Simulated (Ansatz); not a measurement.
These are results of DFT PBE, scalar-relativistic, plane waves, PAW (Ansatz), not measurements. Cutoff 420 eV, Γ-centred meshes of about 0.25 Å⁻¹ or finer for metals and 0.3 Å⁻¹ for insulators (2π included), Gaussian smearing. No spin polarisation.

These are static total energies at zero pressure.

Compare these two cells of Hf5C3, each relaxed at this level.

1.

```
Hf C
1.0
     5.17323   -2.30565    0.00000
     5.17323    2.30565    0.00000
    -5.03763    0.00000    5.23548
Hf C
5 3
Direct
  0.28230 0.28230 0.38182
  0.09034 0.09034 0.78362
  0.90966 0.90966 0.21638
  0.71769 0.71769 0.61818
  0.50000 0.50000 0.00000
  0.19811 0.19811 0.59907
  0.00000 0.00000 0.00000
  0.80189 0.80189 0.40093
```

2.

```
Hf C
1.0
     1.64497    0.94972   13.15372
    -1.64497    0.94972   13.15372
     0.00000   -1.89945   13.15372
Hf C
5 3
Direct
  0.80033 0.80033 0.80033
  0.40069 0.40069 0.40069
  0.19967 0.19967 0.19967
  0.59931 0.59931 0.59931
  0.00000 0.00000 0.00000
  0.09756 0.09756 0.09756
  0.50000 0.50000 0.50000
  0.90243 0.90243 0.90243
```

Question: Which is lower in energy, and by how much?

Answer: Cell 1 is lower, by 7 meV/atom. Cell 1 has space group C2/m (No. 12), 15.6 Å³/atom and no gap on its mesh; cell 2 has space group R-3m (No. 166), 15.4 Å³/atom and no gap. Counting C atoms around Hf (those within 1.25 times the shortest such distance or 1.15 times the sum of covalent radii, 1.27 where that leaves under three; the shortest distance is added where it exceeds 1.18 times the sum of covalent radii; a slash parts the counts of unlike sites), cell 1 has Hf 3/4 and cell 2 has Hf 2 from 3.9 Å/3/6. In cell 1, Hf on a site of symmetry m is surrounded by 4 C at 2.23–2.31 Å and 11 Hf at 3.14–3.35 Å; around Hf on a second site of symmetry m lie 3 C at 2.26–2.32 Å and 10 Hf at 3.13–3.35 Å; C on a site of symmetry m is surrounded by 6 Hf at 2.26–2.37 Å; 2 more sites not described. In cell 2, Hf on a site of symmetry 3m has 6 C at 2.30–2.37 Å; Hf on a second site of symmetry 3m has 3 C at 2.24 Å and 12 Hf at 3.23–3.29 Å; C on a site of symmetry 3m has 6 Hf at 2.24–2.37 Å, 9 C at 3.29–3.32 Å and 8 Hf at 3.85–4.06 Å; 2 more sites not described. Both come from trial cells of a structure search, whose lowest cell (R-3m, 15.6 Å³/atom) lies 34 meV/atom below the lower of the two.

The k mesh leaves some 4 meV/atom of noise in the energy of each metallic cell. Spin–orbit coupling, which can matter for Hf, is left out. Cells relaxed within their symmetry can be saddle points. Some candidate types were left out of the draw beforehand, so a known form may be missing.
